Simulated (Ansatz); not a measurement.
Runs of Ansatz 0.2.0 on Re. Symmetry: P6_3/mmc, No. 194, hexagonal system. The conventional cell has a = 2.761 Å, b = 2.761 Å, c = 4.458 Å, α = 90.00°, β = 90.00°, γ = 120.00°. Re (site symmetry -6m2) is surrounded by 12 Re at 2.74 to 2.76 Å. 

```csv
potentials or basis,cutoff (eV),V0 of scaled cells (Å³/atom),B0 (GPa)
Ansatz PAW earlier set,560,14.56,388
PseudoDojo standard,980,14.55,389
JTH PAW,1290,14.56,(a)
Ansatz PAW,420,14.55,389
PseudoDojo stringent,980,14.55,389
```

Alike in all rows: task equation of state; level PBEsol; no spin polarisation; cell as given; k mesh 11 × 11 × 6; smearing fermi-dirac 0.05 eV.

Problem. Fill in the values left out.

Solution. (a) 390.

Caveats: the cell was scaled at fixed shape and fractional positions, which overstates the stiffness of a crystal with free parameters, most of all of layers and chains.
